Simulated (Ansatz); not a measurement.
Something may be wrong with this Ansatz 0.2.0 calculation of WC.

The input input.yaml:

```yaml
crystal:
  lattice:
    - [0.0, 2.192684, 2.192684]
    - [2.192684, 0.0, 2.192684]
    - [2.192684, 2.192684, 0.0]
  atoms:
    - { symbol: W, position: [0.0, 0.0, 0.0] }
    - { symbol: C, position: [0.5, 0.5, 0.5] }
hamiltonian:
  xc: pbesol
  pseudopotentials: { kind: paw }
kpoints:
  mp_grid: { grid: [1, 1, 1] }
scf:
  occupations: { method: fermi_dirac, width: 0.05 }
  max_iter: 50
output:
  forces: true
  stress: true
  eigenvalues: true
relax:
  f_tol: 0.01
  max_steps: 40
  cell: { stress_tol: 0.05 }
```

Potentials or basis: Ansatz PAW.

Command:

```bash
$ ansatz run input.yaml --threads 2 --pin off --max-ram 5632MiB --backend cpu --events-out ev --progress --plain --runs-dir out
```

Output:

```text
Warning: RAYON_NUM_THREADS=2 ignored (pool sized by the plan → 2); use --threads N
The last accepted step is kept in <dir> (removed where the run ends without a failure and the disk answers)
Engine: ansatz 0.2.0, x86_64-unknown-linux-gnu
Pseudopotentials: kind: paw
Pseudopotential: W, paw, valence charge 14, recommended cutoff 420 eV (normal), W.paw.azcp
Pseudopotential: C, paw, valence charge 4, recommended cutoff 420 eV (normal), C.paw.azcp
Functional definition: PBEsol
  exchange = pbesol_x
  correlation = pbesol_c
Crystal: 2 atoms, lattice volume = 21.084 Å³
Basis set: ecut = 420 eV, 411 PW (Γ), exchange–correlation on 48×48×48 points (8 copies of the dense FFT grid, shifted against one another)
Bands: 13, of which v1, the nominal top of the filled ones, is band 9 counted from 1 (8 counted from 0)
Symmetry: 48 space group operations
Space group: Fm-3m (ITA 225), of the structure as read, at distance tolerance 2.8e-5 Å
k-points: 1
Non-local potential: W, projectors of the file, l = 0: 3, l = 1: 2, l = 2: 2, l = 3: 1
Non-local potential: C, projectors of the file, l = 0: 2, l = 1: 2, l = 2: 1
PAW form: soft (Blöchl's): semilocal exchange-correlation on the pseudo side does not see the compensation charge
[... 151 lines left out ...]
  E_paw        = -8532.767738  (= ΣΔE_a)
  E_vpaw       = -135.595808  (= ΣTr[D̂ρ^β])
  E_aug_tail   = -0.000076  (compensation charges beyond the density's cutoff)
  E_ewald      = -1627.787550
  E_core_change = 0.242893  (= ΣΔE_core)
  E_smearing   = -0.351134  (= −TS)
  E_closure    = -0.000000  (closes the sum)
  Σ components = -10486.042811   (vs F -10486.042811, Δ=0.00e0)
--- Forces (eV/Å), atoms counted from 1 ---
  atom   1  W      0.00000000    -0.00000000     0.00000000
  atom   2  C     -0.00000000     0.00000000    -0.00000000
  max |Σ_I F_I| component: 4.17e-26 eV/Å
--- Stress (GPa, compression-positive) ---
        0.008000      -0.000000      -0.000000
       -0.000000       0.008000      -0.000000
       -0.000000      -0.000000       0.008000
  P = ⅓ Tr σ = 0.0080 GPa (0.080 kbar)
[... 2 lines left out ...]
--- Relaxed structure (7 steps of the walk, 7 accepted, 2 SCFs on fresh bases) ---
  F+E_penalty+E_count = -10486.04281071 eV   max|allowed force component| = 4.739e-26 eV/Å   (the final SCF, on the basis selected at the relaxed cell)
  cell:  # Å, volume = 28.3278 Å³
    - [-6.335377185307002e-34, 2.4195111144858283, 2.4195111144858283]
    - [2.4195111144858283, -9.711063958913407e-34, 2.4195111144858283]
    - [2.4195111144858283, 2.4195111144858283, -5.614861134686898e-34]
  atoms:
    - { symbol: W, position: [1.0750559607169784e-35, -1.601147172735988e-36, -1.029308898580225e-35] }
    - { symbol: C, position: [0.5, 0.5, 0.5] }
```

Problem. What happened, and what is wrong with the input?

Solution. Self-consistency was reached. The input holds a flaw that was put in on purpose: one k-point for a small cell (kpoints.mp_grid.grid = 1 × 1 × 1). The program doesn't stop on it, so the numbers can't be trusted though the run ends normally.

A sound run on the same cell differs in these lines of the main input:
```diff
@@ -13 +13 @@
-  mp_grid: { grid: [1, 1, 1] }
+  mp_grid: { grid: [10, 10, 10] }
@@ -16 +15,0 @@
-  max_iter: 50
```
